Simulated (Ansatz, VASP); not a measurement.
## Ge: VASP beside Ansatz

File INCAR:

```
ALGO = Fast ; EDIFF = 1E-6
ENCUT = 520 ; GGA = PS
ISIF = 2 ; ISMEAR = 0
LASPH = True ; LCHARG = True
LELF = True ; LREAL = False
LVHAR = True ; LWAVE = False
NBANDS = 13 ; NELM = 100
PREC = Accurate ; SIGMA = 0.1
```

KPOINTS

```
k-points
0
Gamma
  6 6 6
```

The input POSCAR:

```
Ge
1.0
    3.0614416627      0.0000000000      0.0000000000
   -1.5307208313      2.6512862521      0.0000000000
    0.0000000000      0.0000000000      2.8605345535
Ge
1
Direct
    0.0000000000      0.0000000000      0.0000000000
```

Input for Ansatz:

```yaml
crystal:
  lattice:
    - [3.0614416627, 0.0, 0.0]
    - [-1.5307208313, 2.6512862521, 0.0]
    - [0.0, 0.0, 2.8605345535]
  atoms:
    - { symbol: Ge, position: [0.0, 0.0, 0.0] }
basis:
  ecutwfc: 420
kpoints:
  mp_grid: { grid: [6, 6, 6] }
hamiltonian:
  xc: pbesol
scf:
  occupations: { method: gaussian, width: 0.1 }
  lower_state_search: "off"
output:
  forces: true
  stress: true
  eigenvalues: true
```

Alike in both runs: task single point; functional PBEsol; k mesh 6 × 6 × 6; occupations gaussian, width 0.1 eV; no spin polarisation.

```csv
,VASP,Ansatz
version,VASP 6.6.1,Ansatz 0.2.0
potentials or method,"VASP PAW PBE potentials, release 64 (Ge_d)","scalar-relativistic, plane waves, PAW"
plane-wave cutoff (eV),520,420
valence electrons in the cell,14,14
```

VASP gave:

| Property | Result |
| --- | --- |
| gap on the k mesh at the Fermi level (eV) | none |
| pressure (GPa) | -10.3 |
| largest component of the traceless stress (GPa) | 6.32 |

What did Ansatz give for the same quantities?

gap on the k mesh at the Fermi level (eV): none; pressure (GPa): -10.7; largest component of the traceless stress (GPa): 6.33.

A gap of «none» marks a metal or a gap that the smearing closes.

Caveats: the k mesh is coarse (spacing up to 0.39 Å⁻¹), so the values aren't converged; the PAW data sets were made with another functional, which shifts forces and pressure a little (VASP).
